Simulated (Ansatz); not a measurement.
SnTe: experiment and calculation

**The experiment to reproduce.**

“Experimental search for the origin of low-energy modes in topological materials”, 2017, arxiv:1709.04000 reports, for a bulk crystal of SnTe: lattice constant a 6.3129 ± 0.0003 Å.

A printed reference work, textbook reports, for a bulk crystal of SnTe at 300 K: band gap 0.18 eV (direct).

The runs below are set against these values where they give the same quantity.

The calculation used DFT r2SCAN, scalar-relativistic, plane waves, PAW (Ansatz).

Settings: cutoff 500 eV, Γ-centred mesh 10×10×10 on the computed 2-atom cell, Gaussian smearing of 0.01 eV; no spin polarisation.

Relaxed structure, symmetry kept:

```
CELL_PARAMETERS angstrom
0.00000 3.18560 3.18560
3.18560 0.00000 3.18560
3.18560 3.18560 0.00000
ATOMIC_POSITIONS crystal
Sn 0.00000 0.00000 0.00000
Te 0.50000 0.50000 0.50000
```

| Item | Value |
| --- | --- |
| Space group | Fm-3m (No. 225) |
| Volume per atom | 218.2 bohr³ |
| Formation energy from the elements' standard states (uncorrected) | -0.262 eV/atom |
| Generalised Kohn–Sham band gap | 0.13 eV, direct at L |
| Löwdin character of the top 1 eV of the valence band | Te 5p 55 %, Sn 5s 23 %, Sn 5p 18 % |
| Löwdin character of the lowest 1 eV of the conduction band | Sn 5p 79 %, Te 5p 9 %, Te 5s 7 % |
| Electron masses at the edge by Cartesian direction of the standard setting (m_e; degenerate bands sorted by energy; no spin-orbit coupling) | x: 0.13; y: 0.13; z: 0.13 |
| Hole masses at the edge by Cartesian direction of the standard setting (m_e; degenerate bands sorted by energy; no spin-orbit coupling) | x: 0.029; y: 0.029; z: 0.029 |
| Bulk modulus | 44 GPa |
| Its pressure derivative | 3.9 |
| Bader charges (e) | Sn (1 in the cell) 0.70, Te (1 in the cell) -0.70 |

Spin-orbit coupling is left out, which matters for the bands of heavy elements.

Against the measured lattice constant a of SnTe, 6.3129 Å (the paper above), the calculated 6.371 Å is off by +0.9 %. 3 values of this kind are on record in papers (6.3129 to 6.327 Å); this one was drawn at random among those near their median, those with a stated uncertainty first. The calculation is for 0 K without zero-point motion. Measured band gap of SnTe: 0.18 eV (direct; 300 K; a printed reference work, textbook). This calculation gives 0.13 eV (-0.05 eV). Kohn–Sham gaps of semilocal functionals fall short of measured ones as a rule; spin-orbit coupling, left out here, would usually lower the calculated gap of a compound with heavy elements.

Cost: 8 runs of about 2.1 core-minutes in all, on Arm Neoverse V1 (shared hosts).